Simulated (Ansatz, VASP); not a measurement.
Ni in VASP and in Ansatz

```
CELL_PARAMETERS angstrom
2.44347 0.00000 0.00000
-1.22173 2.11610 0.00000
0.00000 0.00000 4.01753
ATOMIC_POSITIONS crystal
Ni 0.33333 0.66667 0.25000
Ni 0.66667 0.33333 0.75000
```

Alike in both runs: functional PBEsol; k mesh 14 × 14 × 8; occupations fermi-dirac, width 0.1 eV; no spin polarisation.

Ansatz relaxed the structure, and its values are those at the end. VASP's run is a single point on that final structure, the one shown.

```csv
,VASP,Ansatz
version,VASP 6.6.1,Ansatz 0.2.0
potentials or method,"VASP PAW PBE potentials, release 64 (Ni)","plane waves (420 eV) with PAW, scalar-relativistic"
plane-wave cutoff (eV),520,420
valence electrons in the cell,20,36
```

```tsv
	VASP	Ansatz	Ansatz less VASP
pressure (GPa)	0.0	0.0	+0.03
```

The two sets of potentials don't hold the same shells in valence. Ansatz warned: «pseudo_functional_mismatch».

Caveats: the PAW data sets were made with another functional, which shifts forces and pressure a little (VASP); the run has no spin polarisation, though such a crystal can be magnetic. Spin polarisation is off, so any magnetic state and its effect on volume and gap are missing.
